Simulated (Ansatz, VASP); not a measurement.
AgCl in VASP and in Ansatz

The input POSCAR:

```
AgCl
1.0
    0.0000000000      3.0228847101      3.0228847101
    3.0228847101      0.0000000000      3.0228847101
    3.0228847101      3.0228847101      0.0000000000
Ag Cl
1 1
Direct
    0.0000000000      0.0000000000      0.0000000000
    0.2500000000      0.2500000000      0.2500000000
```

The input INCAR.step1:

```
SYSTEM = AgCl
PREC = Accurate
ENCUT = 520
ISMEAR = 0
SIGMA = 0.01
LREAL = .False.
LASPH = .True.
NELM = 60
NBANDS = 16
GGA = PE
ALGO = Normal
EDIFF = 1E-4
LWAVE = .True.
LCHARG = .False.
```

The input INCAR.step2:

```
SYSTEM = AgCl
PREC = Accurate
ENCUT = 520
EDIFF = 1E-6
ISMEAR = 0
SIGMA = 0.01
LREAL = .False.
LASPH = .True.
NELM = 60
ALGO = Normal
ISIF = 2
LWAVE = .False.
LCHARG = .True.
METAGGA = R2SCAN
LMIXTAU = .True.
LELF = .True.
LVHAR = .True.
NBANDS = 16
ISTART = 1
```

The input KPOINTS:

```
Automatic mesh
0
Gamma
  6 6 6
  0 0 0
```

Input for Ansatz:

```yaml
crystal:
  lattice:
    - [0.0, 3.0228847101, 3.0228847101]
    - [3.0228847101, 0.0, 3.0228847101]
    - [3.0228847101, 3.0228847101, 0.0]
  atoms:
    - { symbol: Ag, position: [0.0, 0.0, 0.0] }
    - { symbol: Cl, position: [0.25, 0.25, 0.25] }
kpoints:
  mp_grid: { grid: [6, 6, 6] }
hamiltonian:
  xc: r2scan
scf:
  occupations: { method: fixed }
  n_extra_bands: 4
output:
  forces: true
  stress: true
  eigenvalues: true
```

Alike in both runs: task single point; functional r2SCAN; k mesh 6 × 6 × 6; no spin polarisation.

|  | VASP | Ansatz |
| --- | --- | --- |
| version | VASP 6.6.1 | Ansatz 0.2.0 |
| potentials or method | VASP PAW PBE potentials, release 64 (Ag, Cl) | plane waves, PAW |
| plane-wave cutoff (eV) | 520 | 500 |
| occupations | gaussian, width 0.01 eV | fixed |
| valence electrons in the cell | 18 | 26 |

VASP gave:

- gap on the k mesh at the Fermi level (eV): 1.64
- pressure (GPa): -1.0

Q: What did Ansatz give for the same quantities?

A: gap on the k mesh at the Fermi level (eV): 1.68; pressure (GPa): -1.0.

The two sets of potentials don't hold the same shells in valence.

Caveats: the PAW data sets were made with another functional, which shifts forces and pressure a little (VASP). r2SCAN opens gaps a little over a GGA but as a rule still falls short of measured ones.
